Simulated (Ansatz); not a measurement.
# SiC: what a guessed cell relaxes into, part 1 of 2

Where does this trial cell of SiC go when cell and atoms are let free?

Program: Ansatz 0.2.0. Level of theory: DFT PBE, scalar-relativistic, plane waves, PAW. These are calculated values, not measurements.

## 1. The system as given

Symmetry: Pnma, No. 62, orthorhombic system. The conventional cell has a = 5.104 Å, b = 3.118 Å, c = 5.240 Å, α = 90.00°, β = 90.00°, γ = 90.00°. Si (site symmetry m) is surrounded by 4 C at 1.82 to 1.83 Å. C (site symmetry m) is surrounded by 4 Si at 1.82 to 1.83 Å.

As a file:

```
Si C
1.0
     5.10351    0.00000    0.00000
     0.00000    3.11761    0.00000
     0.00000    0.00000    5.24037
Si C
4 4
Direct
  0.82107 0.75000 0.40954
  0.67893 0.25000 0.90954
  0.32107 0.75000 0.09046
  0.17893 0.25000 0.59046
  0.82107 0.25000 0.59046
  0.67893 0.75000 0.09046
  0.32107 0.25000 0.90954
  0.17893 0.75000 0.40954
```

Recipe of the guess: 4-connected net, two elements alternating (Pnma, No. 62). The dimensions are guesses.

## 2. A first look at the guess

The input, input.yaml:

```yaml
crystal:
  lattice:
    - [5.10351423, 0.0, 0.0]
    - [0.0, 3.11760703, 0.0]
    - [0.0, 0.0, 5.24037142]
  atoms:
    - { symbol: Si, position: [0.82106782, 0.75, 0.409537] }
    - { symbol: Si, position: [0.67893218, 0.25, 0.909537] }
    - { symbol: Si, position: [0.32106782, 0.75, 0.090463] }
    - { symbol: Si, position: [0.17893218, 0.25, 0.590463] }
    - { symbol: C, position: [0.82106782, 0.25, 0.590463] }
    - { symbol: C, position: [0.67893218, 0.75, 0.090463] }
    - { symbol: C, position: [0.32106782, 0.25, 0.909537] }
    - { symbol: C, position: [0.17893218, 0.75, 0.409537] }
basis:
  ecutwfc: 420
kpoints:
  mp_grid: { grid: [4, 6, 4] }
hamiltonian:
  xc: pbe
scf:
  occupations: { method: gaussian, width: 0.1 }
  lower_state_search: "off"
output:
  forces: true
  stress: true
  eigenvalues: true
```

Started as:

```
ansatz run input.yaml --threads 1 --pin off --max-ram 2560MiB --backend cpu --events-out ev --progress --plain --runs-dir out
```

The log of the run, cut to the lines that bear on the results:

```text
Warning: RAYON_NUM_THREADS=1 ignored (pool sized by the plan → 1); use --threads N
[...]
Pseudopotentials: kind: paw
Pseudopotential: Si, paw, valence charge 4, recommended cutoff 420 eV (normal), Si.paw.azcp
Pseudopotential: C, paw, valence charge 4, recommended cutoff 420 eV (normal), C.paw.azcp
Functional definition: PBE
[...]
Crystal: 8 atoms, lattice volume = 83.378 Å³
Basis set: ecut = 420 eV, 1627 PW (Γ), exchange–correlation on 72×48×72 points (8 copies of the dense FFT grid, shifted against one another)
Bands: 24, of which v1, the nominal top of the filled ones, is band 16 counted from 1 (15 counted from 0)
Symmetry: 8 space group operations
Space group: Pnma (ITA 62), of the structure as read, at distance tolerance 4.4e-5 Å
k-points: 36 of 96
[...]
SCF iter   1: F=—  HF=-3545.659353 eV  |F-HF|=—  |Δ(HF+E_count)|=         —  Δρ=4.78e-3  dr2=1.12e-2  ethr=1.77e-3  ⟨swp⟩=6.4  Hψ=4972  notcnv=0
[...]
SCF iter   6: F=-3545.660344 eV  HF=-3545.660344 eV  |F-HF|=2.50e-9  |Δ(HF+E_count)|=   2.08e-7  Δρ=2.25e-6  dr2=1.98e-9  ethr=3.13e-10  ⟨swp⟩=6.9  Hψ=3601  notcnv=0
[...]
SCF converged after 6 iterations
Free energy (F): -3545.660344 eV
[...]
E sigma→0 (E₀):  -3545.660344 eV
Fermi energy:    10.871925 eV
[...]
--- Forces (eV/Å), atoms counted from 1 ---
  atom   1  Si    -0.56351472     0.00000000    -0.57859702
  atom   2  Si     0.56351472     0.00000000    -0.57859702
  atom   3  Si    -0.56351472    -0.00000000     0.57859702
  atom   4  Si     0.56351472    -0.00000000     0.57859702
  atom   5  C     -2.85578172    -0.00000000     1.28447194
  atom   6  C      2.85578172    -0.00000000     1.28447194
  atom   7  C     -2.85578172     0.00000000    -1.28447194
  atom   8  C      2.85578172     0.00000000    -1.28447194
[...]
--- Stress (GPa, compression-positive) ---
       40.352860      -0.000000      -0.000000
       -0.000000      23.397761       0.000000
       -0.000000       0.000000      13.786954
  P = ⅓ Tr σ = 25.8459 GPa (258.459 kbar)
--- Band table (eV; the first three rows and the last of 36) ---
  k-point 0: bands = ["-6.8315", "-4.5613", "-2.5078", "-1.4245", "1.8537", "2.6777", "3.2661", "3.7409", "4.8334", "5.1235", "6.3102", "7.9166", "8.4715", "8.5220", "9.0280", "9.0610", "12.7202", "13.6573", "14.5964", "14.8779", "15.8798", "16.1392"]
[...]
```

It took 4.6 s on 1 thread of Arm Neoverse V1, shared host; peak memory 0.34 GiB.

From the probe: pressure 25.8 GPa, largest force 3.13 eV/Å, gap on this mesh 2.42 eV. A guess like this is first relaxed loosely on the coarse mesh.

## 3. Coarse relaxation

Changes to input.yaml since step 2:

```diff
@@ -27 +27,6 @@
   eigenvalues: true
+relax:
+  adjacent_minimum: "off"
+  f_tol: 0.04
+  max_steps: 70
+  cell: { stress_tol: 0.4 }
```

Started as:

```
ansatz run input.yaml --threads 1 --pin off --max-ram 2560MiB --backend cpu --events-out ev --progress --plain --runs-dir out
```

The log of the run:

```text
Warning: RAYON_NUM_THREADS=1 ignored (pool sized by the plan → 1); use --threads N
Engine: ansatz 0.2.0, aarch64-unknown-linux-gnu
Pseudopotentials: kind: paw
Pseudopotential: Si, paw, valence charge 4, recommended cutoff 420 eV (normal), Si.paw.azcp
Pseudopotential: C, paw, valence charge 4, recommended cutoff 420 eV (normal), C.paw.azcp
Functional definition: PBE
  parameter kappa = 0.804
  parameter beta = 0.06672455060314922
  exchange = pbe_x(kappa = kappa, mu = beta*pi^2/3)
  correlation = pbe_c(beta = beta)
Crystal: 8 atoms, lattice volume = 83.378 Å³
Basis set: ecut = 420 eV, 1627 PW (Γ), exchange–correlation on 72×48×72 points (8 copies of the dense FFT grid, shifted against one another)
Bands: 24, of which v1, the nominal top of the filled ones, is band 16 counted from 1 (15 counted from 0)
Symmetry: 8 space group operations
Space group: Pnma (ITA 62), of the structure as read, at distance tolerance 4.4e-5 Å
k-points: 36 of 96
Non-local potential: Si, projectors of the file, l = 0: 2, l = 1: 2, l = 2: 2
Non-local potential: C, projectors of the file, l = 0: 2, l = 1: 2, l = 2: 1
PAW form: soft (Blöchl's): semilocal exchange-correlation on the pseudo side does not see the compensation charge
PAW one-centre angular grid: Si, 110 points (default); XC on 64 Gauss nodes
PAW one-centre angular grid: C, 110 points (default); XC on 64 Gauss nodes
Initial density: superposition of atomic densities (neutral atoms: chi_scale 0, normalization atom), corrected by the library's trained network
Initial wavefunctions: pseudopotential atomic-orbital guess
Functional: x = pbe(κ = 0.804, μ = 0.2195149727645171), c = pbe(β = 0.06672455060314922)
SCF iter   1: F=—  HF=-3545.659361 eV  |F-HF|=—  |Δ(HF+E_count)|=         —  Δρ=4.77e-3  dr2=1.12e-2  ethr=1.77e-3  ⟨swp⟩=6.4  Hψ=4969  notcnv=0
preconditioner: auto → none  [insulator: Δε(μ)=2.453 eV  Ē_g=12.050 eV  σ=0.100 eV  W_gap=1.00  n_scr=10 (ndim 8)  ℏωp=23.0 eV  f_vac=0.000  D(μ)=0.00/eV (n_scr^D=0)  ε∞_Penn≈4.6]
SCF iter   2: F=—  HF=-3545.659925 eV  |F-HF|=—  |Δ(HF+E_count)|=   5.64e-4  Δρ=2.07e-3  dr2=1.82e-3  ethr=3.51e-5  ⟨swp⟩=2.4  Hψ=1668  notcnv=0  defer=2
SCF iter   3: F=—  HF=-3545.660554 eV  |F-HF|=—  |Δ(HF+E_count)|=   6.29e-4  Δρ=3.43e-4  dr2=9.78e-5  ethr=5.69e-6  ⟨swp⟩=2.4  Hψ=1351  notcnv=0  defer=2
SCF iter   4: F=—  HF=-3545.660341 eV  |F-HF|=—  |Δ(HF+E_count)|=   2.13e-4  Δρ=8.91e-5  dr2=3.47e-6  ethr=3.06e-7  ⟨swp⟩=2.0  Hψ=1230  notcnv=0  defer=2
SCF iter   5: F=—  HF=-3545.660344 eV  |F-HF|=—  |Δ(HF+E_count)|=   3.09e-6  Δρ=2.14e-5  dr2=1.51e-7  ethr=1.09e-8  ⟨swp⟩=2.1  Hψ=1241  notcnv=0  defer=2
SCF iter   6: F=-3545.660344 eV  HF=-3545.660344 eV  |F-HF|=2.43e-9  |Δ(HF+E_count)|=   2.08e-7  Δρ=2.22e-6  dr2=1.94e-9  ethr=3.13e-10  ⟨swp⟩=8.7  Hψ=4108  notcnv=0
SCF 1 converged in 6 iterations: F = -3545.660344 eV  dr2 = 1.94e-9
relax step   1: F+E_penalty+E_count = -3545.66034440 eV  Δ(F+E_penalty+E_count) = +0.000e0 eV  max|allowed force component| = 2.856e0 eV/Å  Δτ_max = 0.0000 Å  P = +25.846 GPa  Ω = 83.378 Å³  (6 SCF iters, dr2 threshold 1.00e-7 eV, accepted)
Crystal: 8 atoms, lattice volume = 88.679 Å³
Basis set: ecut = 420 eV, 1747 PW (Γ), exchange–correlation on 72×48×72 points (8 copies of the dense FFT grid, shifted against one another)
Initial density: handed on by an earlier stage of this run
Initial wavefunctions: those handed on with the density
iter 1 solved again at ethr=1.18e-3 eV; its pass at ethr=3.10e-3 eV (dr2=3.78e-1 eV) is discarded
SCF iter   1: F=—  HF=-3546.823842 eV  |F-HF|=—  |Δ(HF+E_count)|=         —  Δρ=1.79e-2  dr2=3.70e-1  ethr=1.18e-3  ⟨swp⟩=1.1  Hψ=5550  notcnv=0
preconditioner: auto → none  [insulator: Δε(μ)=2.404 eV  Ē_g=11.770 eV  σ=0.100 eV  W_gap=1.00  n_scr=10 (ndim 8)  ℏωp=22.3 eV  f_vac=0.000  D(μ)=0.00/eV (n_scr^D=0)  ε∞_Penn≈4.6]
SCF iter   2: F=—  HF=-3546.718958 eV  |F-HF|=—  |Δ(HF+E_count)|=   1.05e-1  Δρ=5.79e-3  dr2=1.65e-2  ethr=1.16e-3  ⟨swp⟩=2.3  Hψ=1634  notcnv=0
SCF iter   3: F=—  HF=-3546.718334 eV  |F-HF|=—  |Δ(HF+E_count)|=   6.23e-4  Δρ=2.59e-3  dr2=2.90e-3  ethr=5.15e-5  ⟨swp⟩=2.4  Hψ=1471  notcnv=0
SCF iter   4: F=—  HF=-3546.719298 eV  |F-HF|=—  |Δ(HF+E_count)|=   9.64e-4  Δρ=9.76e-4  dr2=5.76e-4  ethr=9.05e-6  ⟨swp⟩=2.1  Hψ=1426  notcnv=0
SCF iter   5: F=—  HF=-3546.719508 eV  |F-HF|=—  |Δ(HF+E_count)|=   2.10e-4  Δρ=1.71e-4  dr2=1.67e-5  ethr=1.80e-6  ⟨swp⟩=2.8  Hψ=1380  notcnv=0
SCF iter   6: F=-3546.719515 eV  HF=-3546.719515 eV  |F-HF|=9.00e-8  |Δ(HF+E_count)|=   7.84e-6  Δρ=1.45e-5  dr2=1.09e-7  ethr=2.50e-9  ⟨swp⟩=5.4  Hψ=4611  notcnv=0
SCF 2 converged in 6 iterations: F = -3546.719515 eV  dr2 = 1.09e-7
relax step   2: F+E_penalty+E_count = -3546.71951547 eV  Δ(F+E_penalty+E_count) = -1.059e0 eV  max|allowed force component| = 9.651e-1 eV/Å  Δτ_max = 0.0756 Å  P = +11.081 GPa  Ω = 88.679 Å³  energy of the carried Pulay correction = -9.284e-3 eV  (6 SCF iters, dr2 threshold 8.00e-7 eV, accepted)
Crystal: 8 atoms, lattice volume = 93.040 Å³
Basis set: ecut = 420 eV, 1801 PW (Γ), exchange–correlation on 72×48×72 points (8 copies of the dense FFT grid, shifted against one another)
iter 1 solved again at ethr=5.15e-4 eV; its pass at ethr=3.10e-3 eV (dr2=1.65e-1 eV) is discarded
SCF iter   1: F=—  HF=-3547.046860 eV  |F-HF|=—  |Δ(HF+E_count)|=         —  Δρ=1.25e-2  dr2=1.65e-1  ethr=5.15e-4  ⟨swp⟩=1.0  Hψ=5155  notcnv=0
preconditioner: auto → none  [insulator: Δε(μ)=2.595 eV  Ē_g=11.556 eV  σ=0.100 eV  W_gap=1.00  n_scr=12 (ndim 8)  ℏωp=21.8 eV  f_vac=0.000  D(μ)=0.00/eV (n_scr^D=0)  ε∞_Penn≈4.6]
SCF iter   2: F=—  HF=-3547.006932 eV  |F-HF|=—  |Δ(HF+E_count)|=   3.99e-2  Δρ=4.18e-3  dr2=1.06e-2  ethr=5.15e-4  ⟨swp⟩=2.1  Hψ=1700  notcnv=0
SCF iter   3: F=—  HF=-3547.006155 eV  |F-HF|=—  |Δ(HF+E_count)|=   7.76e-4  Δρ=1.84e-3  dr2=1.77e-3  ethr=3.32e-5  ⟨swp⟩=2.3  Hψ=1372  notcnv=0
SCF iter   4: F=—  HF=-3547.006800 eV  |F-HF|=—  |Δ(HF+E_count)|=   6.44e-4  Δρ=4.44e-4  dr2=1.33e-4  ethr=5.55e-6  ⟨swp⟩=2.3  Hψ=1449  notcnv=0
SCF iter   5: F=—  HF=-3547.006944 eV  |F-HF|=—  |Δ(HF+E_count)|=   1.45e-4  Δρ=8.04e-5  dr2=3.25e-6  ethr=4.15e-7  ⟨swp⟩=2.7  Hψ=1410  notcnv=0
SCF iter   6: F=-3547.006949 eV  HF=-3547.006949 eV  |F-HF|=5.97e-8  |Δ(HF+E_count)|=   4.30e-6  Δρ=8.04e-6  dr2=3.37e-8  ethr=2.50e-9  ⟨swp⟩=7.1  Hψ=4157  notcnv=0
SCF 3 converged in 6 iterations: F = -3547.006949 eV  dr2 = 3.37e-8
relax step   3: F+E_penalty+E_count = -3547.00694882 eV  Δ(F+E_penalty+E_count) = -2.874e-1 eV  max|allowed force component| = 5.494e-1 eV/Å  Δτ_max = 0.0466 Å  P = +2.414 GPa  Ω = 93.040 Å³  energy of the carried Pulay correction = -1.650e-2 eV  (6 SCF iters, dr2 threshold 8.00e-7 eV, accepted)
[... 10 lines left out ...]
relax step   4: F+E_penalty+E_count = -3547.06148134 eV  Δ(F+E_penalty+E_count) = -5.453e-2 eV  max|allowed force component| = 1.601e-1 eV/Å  Δτ_max = 0.0261 Å  P = +0.142 GPa  Ω = 94.681 Å³  energy of the carried Pulay correction = -1.913e-2 eV  (5 SCF iters, dr2 threshold 8.00e-7 eV, accepted)
[... 10 lines left out ...]
relax step   5: F+E_penalty+E_count = -3547.06971530 eV  Δ(F+E_penalty+E_count) = -8.234e-3 eV  max|allowed force component| = 1.403e-1 eV/Å  Δτ_max = 0.0456 Å  P = +0.428 GPa  Ω = 94.916 Å³  energy of the carried Pulay correction = -1.950e-2 eV  (5 SCF iters, dr2 threshold 8.00e-7 eV, accepted)
[... 8 lines left out ...]
relax step   6: F+E_penalty+E_count = -3547.07163990 eV  Δ(F+E_penalty+E_count) = -1.925e-3 eV  max|allowed force component| = 6.806e-3 eV/Å  Δτ_max = 0.0037 Å  P = -0.025 GPa  Ω = 95.155 Å³  energy of the carried Pulay correction = -1.988e-2 eV  (4 SCF iters, dr2 threshold 8.00e-7 eV, accepted)
[... 11 lines left out ...]
relax step   7: F+E_penalty+E_count = -3547.13777039 eV  Δ(F+E_penalty+E_count) = -6.613e-2 eV  max|allowed force component| = 6.177e-3 eV/Å  Δτ_max = 0.0000 Å  P = +0.717 GPa  Ω = 95.155 Å³  stress off target by 1.53e0 GPa  SCF on the basis re-selected at this cell (its energy is not comparable with the rows above)  (6 SCF iters)
[... 11 lines left out ...]
relax step   8: F+E_penalty+E_count = -3547.14188515 eV  Δ(F+E_penalty+E_count) = -4.115e-3 eV  max|allowed force component| = 1.241e-2 eV/Å  Δτ_max = 0.0183 Å  P = +0.043 GPa  Ω = 95.829 Å³  energy of the carried Pulay correction = -9.638e-4 eV  (5 SCF iters, dr2 threshold 8.00e-7 eV, accepted)
iter 1 solved again at ethr=3.85e-7 eV; its pass at ethr=3.10e-3 eV (dr2=1.23e-4 eV) is discarded
SCF iter   1: F=—  HF=-3547.143130 eV  |F-HF|=—  |Δ(HF+E_count)|=         —  Δρ=5.34e-5  dr2=5.04e-7  ethr=3.85e-7  ⟨swp⟩=3.1  Hψ=7185  notcnv=0
preconditioner: auto → none  [insulator: Δε(μ)=2.543 eV  Ē_g=11.466 eV  σ=0.100 eV  W_gap=1.00  n_scr=16 (ndim 8)  ℏωp=21.5 eV  f_vac=0.000  D(μ)=0.00/eV (n_scr^D=0)  ε∞_Penn≈4.5]
SCF iter   2: F=—  HF=-3547.143131 eV  |F-HF|=—  |Δ(HF+E_count)|=   1.08e-6  Δρ=2.78e-5  dr2=1.07e-7  ethr=1.58e-9  ⟨swp⟩=2.0  Hψ=1440  notcnv=0
SCF iter   3: F=—  HF=-3547.143132 eV  |F-HF|=—  |Δ(HF+E_count)|=   6.03e-7  Δρ=4.61e-6  dr2=6.93e-9  ethr=3.34e-10  ⟨swp⟩=2.0  Hψ=1426  notcnv=0
SCF iter   4: F=-3547.143132 eV  HF=-3547.143132 eV  |F-HF|=4.82e-10  |Δ(HF+E_count)|=   1.38e-8  Δρ=1.10e-6  dr2=1.02e-9  ethr=1.60e-11  ⟨swp⟩=6.6  Hψ=3640  notcnv=0
SCF 9 converged in 4 iterations: F = -3547.143132 eV  dr2 = 1.02e-9
relax step   9: F+E_penalty+E_count = -3547.14313170 eV  Δ(F+E_penalty+E_count) = -1.247e-3 eV  max|allowed force component| = 1.195e-2 eV/Å  Δτ_max = 0.0000 Å  P = +0.045 GPa  Ω = 95.829 Å³  stress off target by 1.66e-1 GPa  SCF on the basis re-selected at this cell (its energy is not comparable with the rows above)  (4 SCF iters)
basis re-selected at this cell: Δ(F+E_penalty+E_count) = -1.247e-3 eV, ΔP = +0.002 GPa vs the last step (what re-selecting the basis moved, of the pressure what is left beyond the Pulay correction that the steps carried, after the strain that the cell walked since its last selection, with what the two solves' SCF thresholds leave and, on support functions, any second-order correction that the steps lacked; it is no measure of the basis error at this ecutwfc). This SCF's stress stands 1.66e-1 GPa from its target on what of the cell is left free (relax.cell.stress_tol is 4.00e-1 GPa) and its largest allowed force component is 1.19e-2 eV/Å (relax.f_tol is 4.00e-2 eV/Å): within both
SCF converged after 4 iterations
Free energy (F): -3547.143132 eV
Harris-Foulkes:  -3547.143132 eV  (|F-HF|=4.82e-10)
Internal energy: -3547.143132 eV  (E = F + TS)
E sigma→0 (E₀):  -3547.143132 eV
Fermi energy:    8.853775 eV
--- Per-component energies (eV) ---
  E_band       = 55.107242
  E_kinetic    = 539.601273
  E_local      = -630.588704  (includes V_loc(G=0)·N_el)
  E_nonlocal   = 206.374258
  E_hartree    = 205.516040
  E_xc         = -420.125076
  E_vxc        = -434.844302  (∫ρ·V_xc dr)
  E_paw        = -2447.958339  (= ΣΔE_a)
  E_vpaw       = -36.466792  (= ΣTr[D̂ρ^β])
  E_aug_tail   = 0.000051  (compensation charges beyond the density's cutoff)
  E_ewald      = -999.962635
  E_smearing   = -0.000000  (= −TS)
  E_closure    = -0.000000  (closes the sum)
  Σ components = -3547.143132   (vs F -3547.143132, Δ=0.00e0)
--- Forces (eV/Å), atoms counted from 1 ---
  atom   1  Si    -0.01194623     0.00000000     0.00093899
  atom   2  Si     0.01194623     0.00000000     0.00093899
  atom   3  Si    -0.01194623    -0.00000000    -0.00093899
  atom   4  Si     0.01194623    -0.00000000    -0.00093899
  atom   5  C     -0.00207031    -0.00000000    -0.00041485
  atom   6  C      0.00207031    -0.00000000    -0.00041485
  atom   7  C     -0.00207031     0.00000000     0.00041485
  atom   8  C      0.00207031     0.00000000     0.00041485
  max |Σ_I F_I| component: 8.67e-19 eV/Å
--- Stress (GPa, compression-positive) ---
        0.165902      -0.000000      -0.000000
       -0.000000       0.032083       0.000000
       -0.000000       0.000000      -0.064336
  P = ⅓ Tr σ = 0.0445 GPa (0.445 kbar)
--- Band table (eV; the first three rows and the last of 36) ---
  k-point 0: bands = ["-7.6101", "-5.5734", "-4.4577", "-2.6425", "0.3844", "0.5622", "2.1779", "2.5357", "3.4103", "4.0137", "5.4299", "6.2404", "6.6367", "7.0854", "7.4319", "7.5838", "10.6429", "12.0813", "12.5132", "12.6301", "12.8076", "14.4093", "14.7070", "14.8408"]
  k-point 1: bands = ["-7.3917", "-6.0012", "-4.2147", "-2.8028", "-0.5176", "1.0927", "2.3140", "3.2088", "4.1823", "4.6181", "5.1698", "5.9020", "6.4106", "6.6985", "6.9133", "7.3603", "10.6235", "11.7050", "12.6655", "12.9479", "13.0269", "13.8157", "14.3883", "15.4173"]
  k-point 2: bands = ["-6.7867", "-6.7867", "-3.5448", "-3.5448", "-0.0752", "-0.0752", "4.2409", "4.2409", "4.6330", "4.6330", "4.9116", "4.9116", "6.1062", "6.1062", "6.8572", "6.8572", "10.9542", "10.9542", "12.9772", "12.9772", "13.6081", "13.6081", "14.9980", "14.9980"]
  k-point 35: bands = ["-3.9834", "-3.9834", "-3.9834", "-3.9834", "-0.0230", "-0.0230", "-0.0230", "-0.0230", "4.5735", "4.5735", "4.5735", "4.5735", "5.4741", "5.4741", "5.4741", "5.4741", "11.9287", "11.9287", "11.9287", "11.9287", "13.4220", "13.4220", "13.4220", "13.4220"]
--- Relaxed structure (7 steps of the walk, 7 accepted, 2 SCFs on fresh bases) ---
  F+E_penalty+E_count = -3547.14313170 eV   max|allowed force component| = 1.195e-2 eV/Å   (the final SCF, on the basis selected at the relaxed cell)
  cell:  # Å, volume = 95.8287 Å³
    - [5.864655733977226, 9.449522853356648e-33, -4.013233144000685e-17]
    - [4.3980443719181255e-33, 3.1416113980866816, 0.0]
    - [-4.120853067478944e-17, 3.130919614561619e-54, 5.201165837318914]
  atoms:
    - { symbol: Si, position: [0.8409589863445842, 0.7499999999999999, 0.40460978889821836] }
    - { symbol: Si, position: [0.6590410136554159, 0.25, 0.9046097888982184] }
    - { symbol: Si, position: [0.3409589863445842, 0.7499999999999999, 0.09539021110178184] }
    - { symbol: Si, position: [0.15904101365541587, 0.25, 0.5953902111017818] }
    - { symbol: C, position: [0.8260414923100116, 0.25, 0.6051123256819018] }
    - { symbol: C, position: [0.6739585076899883, 0.7499999999999999, 0.10511232568190171] }
    - { symbol: C, position: [0.3260414923100117, 0.25, 0.8948876743180986] }
    - { symbol: C, position: [0.17395850768998838, 0.7499999999999999, 0.39488767431809846] }
```

It took 46 s on 1 thread of Arm Neoverse V1, shared host; peak memory 0.38 GiB.

The steps of the relaxation:

```csv
step,E - E(step 1) (eV/cell),largest force component (eV/Å),pressure (GPa),volume (Å³)
1,0.0000,2.8558,25.85,83.38
2,-1.0592,0.9651,11.08,88.68
3,-1.3466,0.5494,2.41,93.04
4,-1.4011,0.1601,0.14,94.68
5,-1.4094,0.1403,0.43,94.92
6,-1.4113,0.0068,-0.02,95.16
7,-1.4774,0.0062,0.72,95.16
8,-1.4815,0.0124,0.04,95.83
9,-1.4828,0.0119,0.04,95.83
```

Step 1 is the start. Steps 7, 9 each repeat the geometry before them on a plane-wave basis chosen anew, so the energy can jump there without any move.

|  | before | after | change |
| --- | --- | --- | --- |
| a (Å) | 5.104 | 5.865 | +14.9 % |
| b (Å) | 3.118 | 3.142 | +0.8 % |
| c (Å) | 5.240 | 5.201 | -0.7 % |
| volume (Å³/atom) | 10.42 | 11.98 | +14.9 % |
| shortest distance (Å) | 1.823 | 1.840 | +1.0 % |
| space group (0.01 Å) | Pnma | Pnma | same |

Forces and stress were held to the start's 8 operations: a distortion of lower symmetry was not tested.

(Continued in part 2 of 2.)
